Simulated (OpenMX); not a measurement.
The system is TaN.

```
Ta N
1.0
     0.00000    2.21132    2.21132
     2.21132    0.00000    2.21132
     2.21132    2.21132    0.00000
Ta N
1 1
Direct
  0.50000 0.50000 0.50000
  0.00000 0.00000 0.00000
```

The cell comes from a database or a generator and needn't be the stable form of this composition.

| Item | Value |
| --- | --- |
| Program | OpenMX 3.8.5 |
| Task | single point |
| Functional | PBE |
| Potentials or basis | OpenMX 2013 PBE set, Ta7.0-s3p2d2f1, N6.0-s2p2d1, grid cutoff 400 Ry |
| k mesh | 11 × 11 × 11 |
| Occupations | fermi-dirac, width 0.05 eV |
| Spin | no spin polarisation |

On this cell: pressure -5.1 GPa; largest force zero by symmetry; band gap on the k mesh none (metal or under the smearing width).

The same run follows on a disturbed copy (atoms moved at random, drawn with an rms of 0.05 Å):

```
CELL_PARAMETERS angstrom
0.00000 2.21132 2.21132
2.21132 0.00000 2.21132
2.21132 2.21132 0.00000
ATOMIC_POSITIONS crystal
Ta 0.51353 0.48421 0.52898
N 0.98710 0.98530 0.01570
```

Q: What changes?

A: The energy (extrapolated to zero smearing) moves by +24.3 meV/atom; pressure -3.0 GPa; largest force 0.883 eV/Å; band gap on the k mesh none (metal or under the smearing width).

Forces in eV/Å, atoms in the order of the input:
```
Ta  -0.229 -0.714 -0.466
N    0.230  0.712  0.456
```

Caveats: the basis of atomic orbitals isn't converged, which shifts pressures, moduli and gaps.
